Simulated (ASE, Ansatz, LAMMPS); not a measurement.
# Bare Al-Cu alloy nanowire along [110] (38 atoms): support functions against a reference, part 2 of 2

Wanted: errors and times of a linear-scaling basis for bare Al-Cu alloy nanowire along [110] (38 atoms). A setting counts as converged where the r.m.s. difference of forces stays under 1 % of the r.m.s. force.

Ansatz 0.2.0; Kohn-Sham DFT, PBE, PAW (set soft_2), plane waves.

The cell: 19 Cu and 19 Al. The cell is under 6 Å thick along one periodic direction. The host structure and its lattice constant were typed by rule, without a check against the phase diagram. Beside vacuum, support functions can miss their usual error bounds without a warning.

So far. Step 3 (Plane-wave single point): Within 0.4 eV of the Fermi level the largest share is Al p (55 % of the projected weight).

### 4. Local order (continued)

Bond length by coordination (bonds to H left out):

```tsv
element	coordination	atoms	mean bond length (Å)
Al	7	7	2.69
Al	8	3	2.71
Al	9	2	2.73
Al	12	7	2.69
Cu	7	5	2.61
Cu	8	1	2.67
Cu	9	6	2.63
Cu	12	7	2.64
```

By these cutoffs 37 % of Al atoms have 7 and as many 12 and 37 % of Cu atoms have 12 bonded neighbours.

Local excerpt of 14 atoms (numbers count through the whole input) about Cu36, which has 8 bonded neighbours where the commonest count for Cu is 12; x, y, z are measured from there.

```tsv
atom	x	y	z	distance (Å)	bonds	Fx	Fy	Fz (eV/Å)
Cu36	0.00	0.00	0.00	0.00	8	-0.43	-0.09	0.07
Al38	0.01	2.61	0.10	2.61	7	0.06	0.04	-0.30
Al35	0.16	0.06	-2.62	2.63	8	0.16	0.09	0.11
Al20	-1.88	-1.32	-1.32	2.65	12	-0.18	0.38	0.13
Al35	0.16	0.06	2.66	2.67	8	0.16	0.09	0.11
Cu24	-1.97	1.30	-1.26	2.67	12	0.15	-0.25	-0.02
Al22	-1.87	-1.38	1.33	2.68	12	-0.11	0.26	-0.07
Al34	0.14	-2.71	0.00	2.71	7	0.07	0.03	-0.07
Al26	-1.94	1.32	1.38	2.73	12	-0.50	-0.27	0.09
Cu37	-0.13	2.63	-2.49	3.63	7	-0.32	-0.10	-0.27
Al33	0.15	-2.72	-2.63	3.79	7	0.07	-0.24	0.06
Al33	0.15	-2.72	2.66	3.81	7	0.07	-0.24	0.06
Cu25	-3.81	-0.02	0.05	3.81	12	0.08	-0.24	-0.07
Cu37	-0.13	2.63	2.79	3.84	7	-0.32	-0.10	-0.27
```

The column of bonds counts only the pairs Al-Al within 3.18 Å, Al-Cu within 3.18 Å, Cu-Cu within 3.18 Å; other neighbours, such as metal atoms beside each other in a compound, aren't counted, and periodic images can show an atom twice.

### 5. Support functions medium

The cell is solved in localised support functions.

This step: Kohn-Sham DFT, PBE, PAW (set soft_2), localised support functions (medium) (Ansatz 0.2.0).

Input file input.yaml:

```yaml
crystal:
  lattice:
    - [17.1, 0.0, 0.0]
    - [0.0, 20.45513, 0.0]
    - [0.0, 0.0, 5.28677]
  atoms:
    [... the 38 atom lines of step 3 ...]
kpoints:
  mp_grid: { grid: [1, 1, 4] }
hamiltonian:
  xc: pbe
scf:
  occupations: { method: fermi_dirac, width: 0.1 }
  eigensolver: { kind: { support_functions: { accuracy: medium } } }
  mixing: { beta: 0.4 }
  max_iter: 150
output:
  forces: true
```

Started as:

```console
ansatz run input.yaml --threads 8 --pin off --max-ram 15872MiB --backend cpu --events-out ev --progress --plain --runs-dir out
```

Numbers of over 12 decimals in the logs are rounded to 6 here.

The program printed:

```text
Warning: scf.eigensolver.kind.support_functions: disabling space-group detection — the functions' gradient is summed over unrotated k-points, so no spatial operation reduces the k-mesh or symmetrises the density; time reversal is kept, so that k and −k are solved as one point where they differ and the mesh holds both, and exact exchange and, on two spinor components, a DFT+U term hold to it where the run has them: [...]
settings of this run that can trade accuracy for cost: scf.eigensolver.kind.support_functions [...]
[...]
Crystal: 38 atoms, lattice volume = 1849.221 Å³
Basis set: ecut = 420 eV, 36137 PW (Γ), exchange–correlation on 240×288×72 points (8 copies of the dense FFT grid, shifted against one another)
Bands: 251, of which v1, the nominal top of the filled ones, is band 209 counted from 1 (208 counted from 0)
Symmetry: 1 space group operations
k-points: 3 of 4 (time reversal used)
[...]
SCF iter   1: F=—  HF=-136097.791157 eV  |F-HF|=—  |Δ(HF+E_count)|=         —  Δρ=1.22e-1  dr2=2.53e2  ethr=1.00e-1
[...]
SCF iter  14: F=—  HF=-136080.945985 eV  |F-HF|=—  |Δ(HF+E_count)|=   4.55e-4  Δρ=7.46e-6  dr2=1.10e-6  ethr=2.27e-9  κ⁻¹=1.7e-5(r=7)
SCF iter  15: F=-136080.946367 eV  HF=-136080.946366 eV  |F-HF|=9.13e-7  |Δ(HF+E_count)|=   3.81e-4  Δρ=2.23e-6  dr2=1.50e-7  ethr=2.64e-10
SCF 1 converged in 15 iterations: F = -136080.952427 eV  dr2 = 1.50e-7
[...]
SCF converged after 15 iterations
Stability not checked: this state was not tested for a lower state beside it, because the mixer in use, unlike msr1, does not test its closes by its own steps (another_mixer; see scf.mixing.algorithm and scf.lower_state_search)
Free energy (F): -136080.952427 eV
[...]
Internal energy: -136080.354891 eV  (E = F + TS)
E sigma→0 (E₀):  -136080.653659 eV
Entropy (-TS):   -0.597537 eV (-15.725 meV/atom)
Fermi energy:    0.313601 eV
[...]
Σ components = -136080.952427   (vs F -136080.952427, Δ=0.00e0)
--- Forces (eV/Å), atoms counted from 1 ---
  atom   1  Cu     0.25188341     0.16807712     0.05665422
  atom   2  Cu     0.28120358    -0.08845489    -0.06946250
  atom   3  Cu     0.32588744     0.18965344     0.21022657
  atom   4  Al    -0.28795723    -0.36900466    -0.04273067
[...]
atom  38  Al     0.06323620     0.04252966    -0.30186446
  max |Σ_I F_I| component: 1.94e-3 eV/Å
--- Band table (eV) ---
[...]
guard bands above this table: 33 of the run's 251 bands (output.publish_guard_bands: true publishes all)
[...]
```

Elapsed: 24 s, on 8 threads of AMD EPYC 9R45, shared host; peak memory 3 GiB; 3.1 min of CPU time.

The program notes that the band table was not solved further than the SCF left it and it switched symmetry off.

Keys that differ from the reference: support_functions.accuracy = "medium", scf.max_iter = 150 and scf.mixing.beta = 0.4.

Forces differ from the reference by 0.88 meV/Å r.m.s., 0.44 % of their size, within a tolerance of 1 %; the energy by -1.9 meV/atom. It took 24 s and 15 cycles; the reference's time can't be set against it, since the two runs asked for unlike analyses.

### 6. Cost against change

Each row is set against the plane-wave reference (Kohn-Sham DFT, PBE, PAW (set soft_2), plane waves; r.m.s. force component 0.200 eV/Å). Energies are set beside the reference only for runs with its functional, potentials and electron count. Times are for 8 threads of AMD EPYC 9R45, shared host. The reference's time includes the DOS and grids, which some other runs skip.

```tsv
run	Δ force, r.m.s. (meV/Å)	share of r.m.s. force (%)	Δ energy (meV/atom)	cycles	time	host memory (GiB)
reference	-	-	-	11	16 s	4.8
support functions medium	0.882	0.441	-1.94	15	24 s	3.0
```

### 7. Outcome

* free energy per atom: -3581.0758 eV/atom
* r.m.s. force component: 0.2003 eV/Å
* wall time of the 2 DFT runs: 40 s

What this shows: Against plane waves at 420 eV, the forces differ by 0.88 meV/Å (0.44 %) with support functions medium. At 38 atoms the run with support functions medium takes roughly 1.5 times the time of plane waves (whose run also made extra analyses, so the like-for-like ratio is larger), in 15 SCF cycles against 11. Differences between support functions and plane waves include what basis error the plane-wave run still has.

21 levels are partly filled, by over 2 % (on the run's k-points), as in a metal. By these cutoffs 37 % of Al atoms have 7 and as many 12 and 37 % of Cu atoms have 12 bonded neighbours.

What to keep in mind: The geometry was minimised with a classical potential and isn't relaxed at this level: its force components are 0.20 eV/Å r.m.s.

[Logs are printed without paths, hosts, clocks, repeated set-up lines and the standing remarks that a program may print on its own settings, such as how far it seeks lower states.]

[Hosts, paths, dates, database ids (printed as entryN), source tags and the programs' standing remarks are cut or masked in the printed files.]
